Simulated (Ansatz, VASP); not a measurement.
# Two plane-wave programs on MgO

File INCAR:

```
ALGO = Normal ; EDIFF = 1E-7
ENCUT = 520 ; ISIF = 2
ISMEAR = 0 ; LASPH = T
LCHARG = F ; LREAL = F
LWAVE = F ; NBANDS = 16
NELM = 100 ; PREC = Accurate
SIGMA = 0.05
```

KPOINTS

```
k-points
0
Gamma
  9 9 6
```

Contents of POSCAR:

```
MgO
1.0
    3.0307939861      0.0000000000      0.0000000000
   -1.5153969931      2.6247445856      0.0000000000
    0.0000000000      0.0000000000      5.9353018253
Mg O
2 2
Direct
    0.3333333333      0.6666666667      0.0021597400
    0.6666666667      0.3333333333      0.5021597400
    0.3333333333      0.6666666667      0.4024402600
    0.6666666667      0.3333333333      0.9024402600
```

Input for Ansatz:

```yaml
crystal:
  lattice:
    - [3.0307939861, 0.0, 0.0]
    - [-1.5153969931, 2.6247445856, 0.0]
    - [0.0, 0.0, 5.9353018253]
  atoms:
    - { symbol: Mg, position: [0.3333333333, 0.6666666667, 0.00215974] }
    - { symbol: Mg, position: [0.6666666667, 0.3333333333, 0.50215974] }
    - { symbol: O, position: [0.3333333333, 0.6666666667, 0.40244026] }
    - { symbol: O, position: [0.6666666667, 0.3333333333, 0.90244026] }
basis:
  ecutwfc: 420
kpoints:
  mp_grid: { grid: [9, 9, 6] }
hamiltonian:
  xc: lda
scf:
  occupations: { method: gaussian, width: 0.05 }
output:
  forces: true
  stress: true
  eigenvalues: true
```

Alike in both runs: task single point; functional LDA; k mesh 9 × 9 × 6; occupations gaussian, width 0.05 eV; no spin polarisation.

```csv
,VASP,Ansatz
version,VASP 6.6.1,Ansatz 0.2.0
potentials or method,"VASP PAW LDA potentials, release 64 (Mg, O)","scalar-relativistic, plane waves, PAW"
plane-wave cutoff (eV),520,420
valence electrons in the cell,16,32
```

|  | VASP | Ansatz | Ansatz less VASP |
| --- | --- | --- | --- |
| gap on the k mesh at the Fermi level (eV) | 3.23 | 3.24 | +0.009 |
| least direct gap on the mesh (eV) | 3.23 | 3.24 | +0.009 |
| pressure (GPa) | 8.6 | 9.1 | +0.42 |
| largest component of the traceless stress (GPa) | 28.98 | 28.15 | -0.835 |
| rms of the force components (eV/Å) | 0.686 | 0.645 | -0.0408 |

Atom by atom the forces differ by 0.041 eV/Å (rms over components). The two sets of potentials don't hold the same shells in valence.

Caveats: an odd mesh through Γ misses points on the zone boundary, where band edges often lie; forces of over 1 eV/Å show positions far from the minimum, so gaps and moduli don't describe the material at rest. Expect the measured gap to be larger: semilocal functionals such as LDA lack the derivative discontinuity.
